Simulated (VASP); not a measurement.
# Ca (Im-3m) in VASP: further runs

The runs below take Ca through relaxation of cell and atoms, with PBE.

Program: VASP 6.6.1. These are calculated values, not measurements. Logs are shortened: lines on timing, memory, paths and dates and some standing lists are left out, and cuts for length are marked.

### Step 1. Starting point

The structure is cubic, space group Im-3m (No. 229). Conventional cell: a = 4.480 Å, b = 4.480 Å, c = 4.480 Å, α = 90.00°, β = 90.00°, γ = 90.00°. Ca (site symmetry m-3m) has 8 Ca at 3.88 Å as nearest neighbours.

This isn't the form of Ca at room conditions, which is fcc.

### Step 2. Relaxation of cell and atoms, PBE

The input, INCAR:

```
PREC     = Accurate       # precision mode
ENCUT    = 520            # plane-wave cutoff, eV
EDIFF    = 1E-6           # SCF threshold, eV
ISMEAR   = 0              # smearing method
SIGMA    = 0.1            # smearing width, eV
LREAL    = False          # projectors in reciprocal space
LASPH    = True           # aspherical terms in the spheres
NELM     = 120            # most SCF steps
ALGO     = Normal         # electronic algorithm
ISIF     = 3              # what is computed and relaxed
LWAVE    = False          # write WAVECAR
LCHARG   = False          # write CHGCAR
GGA      = PE             # functional
IBRION   = 2              # ionic algorithm
NSW      = 90             # ionic steps
EDIFFG   = -0.01          # ionic threshold
```

The input, KPOINTS:

```
regular mesh
0
Gamma
  14 14 14
```

The input, POSCAR:

```
Ca
1.0
   -2.2400000000      2.2400000000      2.2400000000
    2.2400000000     -2.2400000000      2.2400000000
    2.2400000000      2.2400000000     -2.2400000000
Ca
1
Direct
    0.0000000000      0.0000000000      0.0000000000
```

Potentials or basis: VASP PAW PBE potentials, release 64 (Ca_sv).

Command:

```bash
cat potpaw_PBE.64/Ca_sv/POTCAR > POTCAR
mpirun -np 1 vasp_std > vasp.out
```

OUTCAR:

```text
PREC = Accurate
   ENCUT = 520
   EDIFF = 1E-6
   ISMEAR = 0
   LREAL = False
   LASPH = True
   NELM = 120
   ISIF = 3
   GGA = PE
   IBRION = 2
   NSW = 90
   EDIFFG = -0.01

 ion  position               nearest neighbor table
   1  0.000  0.000  0.000-

  LATTYP: Found a body centered cubic cell.
 ALAT       =     4.4800000000

  Lattice vectors:

 A1 = (  -2.2400000000,   2.2400000000,   2.2400000000)
 A2 = (   2.2400000000,  -2.2400000000,   2.2400000000)
 A3 = (   2.2400000000,   2.2400000000,  -2.2400000000)

Analysis of symmetry for initial positions (statically):
=====================================================================
 Subroutine PRICEL returns:
 Original cell was already a primitive cell.

 Routine SETGRP: Setting up the symmetry group for a
 body centered cubic supercell.

 Subroutine GETGRP returns: Found 48 space group operations
 (whereof 48 operations were pure point group operations)
 out of a pool of 48 trial point group operations.

The static configuration has the point symmetry O_h .

Analysis of symmetry for dynamics (positions and initial velocities):
=====================================================================
 Subroutine PRICEL returns:
 Original cell was already a primitive cell.

 Routine SETGRP: Setting up the symmetry group for a
 body centered cubic supercell.

 Subroutine GETGRP returns: Found 48 space group operations
 (whereof 48 operations were pure point group operations)
 out of a pool of 48 trial point group operations.

The dynamic configuration has the point symmetry O_h .

 Subroutine INISYM returns: Found 48 space group operations
 (whereof 48 operations are pure point group operations),
 and found     1 'primitive' translations

----------------------------------------------------------------------------------------

                                     Primitive cell

  volume of cell :      44.9577

  direct lattice vectors                    reciprocal lattice vectors
    -2.240000000  2.240000000  2.240000000     0.000000000  0.223214286  0.223214286
     2.240000000 -2.240000000  2.240000000     0.223214286  0.000000000  0.223214286
     2.240000000  2.240000000 -2.240000000     0.223214286  0.223214286  0.000000000

  length of vectors
     3.879793809  3.879793809  3.879793809     0.315672670  0.315672670  0.315672670

  position of ions in fractional coordinates (direct lattice)
     0.000000000  0.000000000  0.000000000

  ion indices of the primitive-cell ions
   primitive index   ion index
                 1           1

----------------------------------------------------------------------------------------

 KPOINTS: regular mesh

Automatic generation of k-mesh.
 Grid dimensions read from file:
 generate k-points for:   14   14   14

 Generating k-lattice:

  Cartesian coordinates                     Fractional coordinates (reciprocal lattice)
     0.000000000  0.015943878  0.015943878     0.071428571  0.000000000  0.000000000
     0.015943878  0.000000000  0.015943878     0.000000000  0.071428571  0.000000000
     0.015943878  0.015943878  0.000000000     0.000000000  0.000000000  0.071428571

  Length of vectors
     0.022548048  0.022548048  0.022548048

  Shift w.r.t. Gamma in fractional coordinates (k-lattice)
     0.000000000  0.000000000  0.000000000

 Subroutine IBZKPT returns following result:
 ===========================================

 Found    104 irreducible k-points:

 Following reciprocal coordinates:
            Coordinates               Weight
  0.000000  0.000000  0.000000      1.000000
  0.071429  0.000000  0.000000     12.000000
  0.142857  0.000000  0.000000     12.000000
  0.214286  0.000000  0.000000     12.000000
  0.285714  0.000000  0.000000     12.000000
  0.357143  0.000000  0.000000     12.000000
[... 16 lines left out ...]
  0.285714  0.285714  0.000000     24.000000
  0.357143  0.285714  0.000000     24.000000
 [... further k-points ...]
   k-points           NKPTS =    104   k-points in BZ     NKDIM =    104   number of bands    NBANDS=      9
   number of dos      NEDOS =    301   number of ions     NIONS =      1
   total plane-waves  NPLWV =  27000
   dimension x,y,z NGX =    30 NGY =   30 NGZ =   30
   dimension x,y,z NGXF=    60 NGYF=   60 NGZF=   60
   ions per type =               1
   NGX,Y,Z   is equivalent  to a cutoff of  12.85, 12.85, 12.85 a.u.
   NGXF,Y,Z  is equivalent  to a cutoff of  25.71, 25.71, 25.71 a.u.
 SYSTEM =  unknown system
   PREC   = accura    normal or accurate (medium, high low for compatibility)
   ISTART =      0    job   : 0-new  1-cont  2-samecut
   ICHARG =      2    charge: 1-file 2-atom 10-const
   ISPIN  =      1    spin polarized calculation?
   LNONCOLLINEAR =      F non collinear calculations
   LSORBIT =      F    spin-orbit coupling
   LASPH  =      T    aspherical Exc in radial PAW
   ENCUT  =  520.0 eV  38.22 Ry    6.18 a.u.   7.21  7.21  7.21*2*pi/ulx,y,z
   NELM   =    120;   NELMIN=  2; NELMDL= -5     # of ELM steps
   EDIFF  = 0.1E-05   stopping-criterion for ELM
   LREAL  =      F    real-space projection
   EDIFFG = -.1E-01   stopping-criterion for IOM
   NSW    =     90    number of steps for IOM
   IBRION =      2    ionic relax: 0-MD 1-quasi-New 2-CG
   NFREE  =      1    steps in history (QN), initial steepest desc. (CG)
   ISIF   =      3    stress and relaxation
   ISYM   =      2    0-nonsym 1-usesym 2-fastsym
   POTIM  = 0.5000    time-step for ionic-motion
   TEBEG  =    0.0;   TEEND  =   0.0 temperature during run
   PSTRESS=    0.0 pullay stress
   NELECT =      10.0000    total number of electrons
   NUPDOWN=      -1.0000    fix difference up-down
   EMIN   =  10.00;   EMAX   =-10.00  energy-range for DOS
   EFERMI =   0.00;   METHOD = LEGACY
   ISMEAR =     0;   SIGMA  =   0.10  broadening in eV -4-tet -1-fermi 0-gaus
   EFERMI_NEDOS =   21; number of points for ismear=-14 and -15
   IALGO  =     38    algorithm
   IMIX   =      4    mixing-type and parameters
     AMIX     =   0.40;   BMIX     =  1.00
     AMIX_MAG =   1.60;   BMIX_MAG =  1.00
  volume/ion in A,a.u.               =      44.96       303.39
  Fermi-wavevector in a.u.,A,eV,Ry     =   0.991913  1.874443 13.386649  0.983891
  Thomas-Fermi vector in A             =   2.123688
   LORBIT       =      0    0 simple, 1 ext, 2 COOP (PROOUT), +10 PAW based schemes
   GGA     = PE    functional components
   LHFCALC =     F    Hartree Fock is set to
   AEXX    =    0.0000 exact exchange contribution
   IVDW    =     0    specifies the selected vdW correction
   LEPSILON=     F    determine dielectric tensor
   LRPA    =     F    only Hartree local field effects (RPA)
 conjugate gradient relaxation of ions
 non-spin polarized calculation
 Gauss-broadening in eV      SIGMA  =   0.10
  energy-cutoff  :      520.00
  volume of cell :       44.96
 maximum number of plane-waves:      1264
 NGX is ok and might be reduce to    30
   NGX = 15   NGY = 15   NGZ = 15

--------------------------------------- Ionic step        1  -------------------------------------------

 number of electron      10.0000001 magnetization

 Free energy of the ion-electron system (eV)
  ---------------------------------------------------
  ext. energy  EPLUGINS =         0.00000000
  ---------------------------------------------------
  free energy    TOTEN  =        -1.90841126 eV

  energy without entropy =       -1.89990530  energy(sigma->0) =       -1.90415828

------------------------ aborting loop because EDIFF is reached ----------------------------------------

  FORCE on cell =-STRESS in cart. coord.  units (eV):
  Direction    XX          YY          ZZ          XY          YZ          ZX
  --------------------------------------------------------------------------------------
  -------------------------------------------------------------------------------------
  Total       -0.2746014     -0.2746014     -0.2746014     -0.0000000     -0.0000000      0.0000000
  in kB       -9.7860910     -9.7860910     -9.7860910     -0.0000000     -0.0000000      0.0000000
  external PRESSURE =      -9.7860910 kB  Pullay stress =       0.0000000 kB
[... 55 lines left out ...]
  energy  without entropy=       -1.9073181980  energy(sigma->0) =       -1.91160360

--------------------------------------- Ionic step        3  -------------------------------------------

 number of electron      10.0000000 magnetization

 Free energy of the ion-electron system (eV)
  ---------------------------------------------------
  ext. energy  EPLUGINS =         0.00000000
  ---------------------------------------------------
  free energy    TOTEN  =        -1.91710829 eV

  energy without entropy =       -1.90857008  energy(sigma->0) =       -1.91283919

 E-fermi :   2.0231     XC(G=0):  -7.7372

 val. band max:        2.0116106972   @ k =  -0.4286  -0.4286   0.0714
 cond. band min:       2.0245930205   @ k =   0.5000   0.5000   0.3571
 fundamental gap:      0.0129823232
 Fermi energy:         2.0230607980

 k-point     1 :       0.0000    0.0000    0.0000
  band No.  band energies     occupation
      1     -40.0455      2.00000
      2     -20.9610      2.00000
      3     -20.9610      2.00000
      4     -20.9610      2.00000
      5      -2.0591      2.00000
      6       4.3086      0.00000
      7       4.3086      0.00000
      8       4.3086      0.00000
      9       5.3638      0.00000
[... 265 lines left out ...]
 k-point    24 :       0.3571    0.2857    0.0000
  band No.  band energies     occupation
      1     -40.0288      2.00000
      2     -21.0683      2.00000
      3     -21.0467      2.00000
      4     -20.9784      2.00000
      5       2.0343      0.87356
      6       2.1138      0.19927
      7       2.6417      0.00000
      8       5.3958      0.00000
      9       5.5507      0.00000

 [... further k-points ...]
[... 5 lines left out ...]
  --------------------------------------------------------------------------------------
  -------------------------------------------------------------------------------------
  Total        0.0014816      0.0014816      0.0014816      0.0000000      0.0000000     -0.0000000
  in kB        0.0562982      0.0562982      0.0562982      0.0000000      0.0000000     -0.0000000
  external PRESSURE =       0.0562982 kB  Pullay stress =       0.0000000 kB
[... 16 lines left out ...]
  FREE ENERGIE OF THE ION-ELECTRON SYSTEM (eV)
  ---------------------------------------------------
  free  energy   TOTEN  =        -1.9171082949 eV

  energy  without entropy=       -1.9085700830  energy(sigma->0) =       -1.91283919

 reached required accuracy - stopping structural energy minimisation
```

It took 68 s on 1 thread of Intel Xeon Platinum 8488C (Sapphire Rapids), shared host; peak memory 0.2 GiB.

What came out:

```
Free energy                            : -1.9171 eV
Relaxed volume                         : 42.17 Å³/atom
Relaxed cell                           : a = 3.798 Å, b = 3.798 Å, c = 3.798 Å, α = 109.47°, β = 109.47°, γ = 109.47°
Space group after relaxing (to 0.05 Å) : Im-3m (No. 229)
Energy gained by relaxing              : 8.7 meV/atom
Ionic steps                            : 3
Pressure after relaxing                : 0.0 GPa
Band gap on the k mesh                 : none (metal or under the smearing width)
```

Step by step:
```
step  energy change (eV)  largest force (eV/Å)  pressure (GPa)  volume (Å³)
   1              0.0000                0.0000           -0.98        44.96
   2             -0.0075                0.0000           -0.38        43.19
   3             -0.0087                0.0000            0.01        42.17
```

Final structure:
```
CELL_PARAMETERS angstrom
-2.19263 2.19263 2.19263
2.19263 -2.19263 2.19263
2.19263 2.19263 -2.19263
ATOMIC_POSITIONS crystal
Ca 0.00000 0.00000 0.00000
```

Levels at points of the mesh, in eV from the Fermi level:
| k point | band 1 | band 2 | band 3 | band 4 | band 5 | band 6 | band 7 | band 8 | band 9 |
| --- | --- | --- | --- | --- | --- | --- | --- | --- | --- |
| (0.00, 0.00, 0.00) | -42.07 | -22.98 | -22.98 | -22.98 | -4.08 | 2.29 | 2.29 | 2.29 | 3.34 |
| (0.50, 0.00, 0.00) | -42.05 | -23.12 | -23.03 | -22.98 | -0.92 | -0.04 | 1.32 | 3.24 | 3.62 |
| (0.50, 0.50, 0.50) | -42.04 | -23.09 | -23.09 | -23.09 | 0.04 | 0.04 | 3.92 | 3.92 | 3.92 |

### Step 3. Relaxation of cell and atoms, PBE

This run uses another cell than the first one, of 42.17 Å³/atom, 0.938 times its volume.

Edit INCAR of step 2 so:

```diff
@@ -2,3 +2,3 @@
 ENCUT    = 520            # plane-wave cutoff, eV
-EDIFF    = 1E-6           # SCF threshold, eV
+EDIFF    = 1E-7           # SCF threshold, eV
 ISMEAR   = 0              # smearing method
@@ -14,3 +14,4 @@
 IBRION   = 2              # ionic algorithm
-NSW      = 90             # ionic steps
-EDIFFG   = -0.01          # ionic threshold
+NSW      = 60             # ionic steps
+EDIFFG   = -0.005         # ionic threshold
+POTIM    = 0.3            # step
```

KPOINTS is that of step 2.

The input, POSCAR:

```
Ca                                      
1.0
   -2.1926339654      2.1926339654      2.1926339654
    2.1926339654     -2.1926339654      2.1926339654
    2.1926339654      2.1926339654     -2.1926339654
  Ca            
     1
Direct
     0.0000000000000000    0.0000000000000000    0.0000000000000000
```

Potentials or basis: VASP PAW PBE potentials, release 64 (Ca_sv).

Command:

```bash
cat potpaw_PBE.64/Ca_sv/POTCAR > POTCAR
mpirun -np 1 vasp_std > vasp.out
```

It took 24 s on 1 thread of Intel Xeon Platinum 8488C (Sapphire Rapids), shared host; peak memory 0.18 GiB.

The run converged. Its results:

| Property | Result |
| --- | --- |
| Free energy | -1.9167 eV |
| Pressure after relaxing | 0.0 GPa |
| Band gap on the k mesh | none (metal or under the smearing width) |

Final structure:
```xyz
1
Lattice="-2.1926 2.1926 2.1926 2.1926 -2.1926 2.1926 2.1926 2.1926 -2.1926" Properties=species:S:1:pos:R:3 pbc="T T T"
Ca    0.0000    0.0000    0.0000
```

Levels at points of the mesh, in eV from the Fermi level:
```csv
k point,band 2,band 3,band 4,band 5,band 6,band 7,band 8,band 9
"(0.00, 0.00, 0.00)",-22.98,-22.98,-22.98,-4.08,2.29,2.29,2.29,3.34
"(0.50, 0.00, 0.00)",-23.12,-23.03,-22.98,-0.92,-0.04,1.32,3.24,3.62
"(0.50, 0.50, 0.50)",-23.09,-23.09,-23.09,0.04,0.04,3.92,3.92,3.92
```

Caveat: the relaxation stopped at its first step, so nothing moved.
